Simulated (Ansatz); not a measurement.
Hg, one cell by several methods

```
Hg
1.0
     1.73000    0.99882    2.23400
    -1.73000    0.99882    2.23400
     0.00000   -1.99763    2.23400
Hg
1
Direct
  0.00000 0.00000 0.00000
```

The geometry is COD entry 1541226, unchecked; take it as a test cell.

Levels of theory: DFT, PBE, PAW with Ansatz's default frozen-core files, fully relativistic files with spin-orbit coupling (Ansatz 0.2.0); DFT, PBE, all-electron LAPW, Dirac equation with spin-orbit coupling (Ansatz 0.2.0).

For PAW: a Γ-centred 15×15×15 k mesh, Fermi–Dirac smearing of 0.03 eV, cutoff 420 eV, no spin polarisation. LAPW targets a basis error of 0.25 meV/atom. The Ansatz runs share mesh, smearing and spin set-up. Plane-wave (PAW) pressures include the program's estimate of the Pulay term.

Stress and pressure are positive in compression.

Levels count from the Fermi level.

```csv
quantity,PAW,LAPW
pressure (GPa),4.47,4.45
stress xx (GPa),4.65,4.63
stress zz (GPa),4.11,4.09
highest filled level at Γ (eV),-5.548,-5.548
lowest empty level at Γ (eV),10.965,10.965
highest filled level at H2 (eV),-5.443,-5.443
lowest empty level at H2 (eV),0.840,0.840
```

PAW's pressure differs from the LAPW value by +0.02 GPa.
